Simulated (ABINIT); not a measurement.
Crystal: Co.

```
Co
1.0
     2.47200    0.00000    0.00000
    -1.23600    2.14081    0.00000
     0.00000    0.00000    4.02114
Co
2
Cartesian
  1.2360 0.7136 3.0159
  0.0000 1.4272 1.0053
```

Base run:

```yaml
Program: ABINIT 10.8.3 (patched build)
Functional: PBE
Potentials_or_basis: JTH PAW PBE v2.0
Cutoff: 707 eV
k_mesh: 12 × 12 × 7
Occupations: fermi-dirac, width 0.05 eV
Spin: collinear spin, antiferromagnetic start
Starting_moments: "[2.0, -2.0] μB"
```

Its results: band gap on the k mesh none (metal or under the smearing width); pressure -2.4 GPa; net moment 0.00 μB per cell; site moments Co +0.86, -0.86 μB.

Task: The run is repeated on the same cell with these changes: spin from collinear spin, antiferromagnetic start to collinear spin, random start; moments at the start from [2.0, -2.0] to [-1.98, -2.34]. What comes out?

Result: Band gap on the k mesh none (metal or under the smearing width); pressure 5.1 GPa; net moment -3.21 μB per cell; site moments Co -1.68 μB.
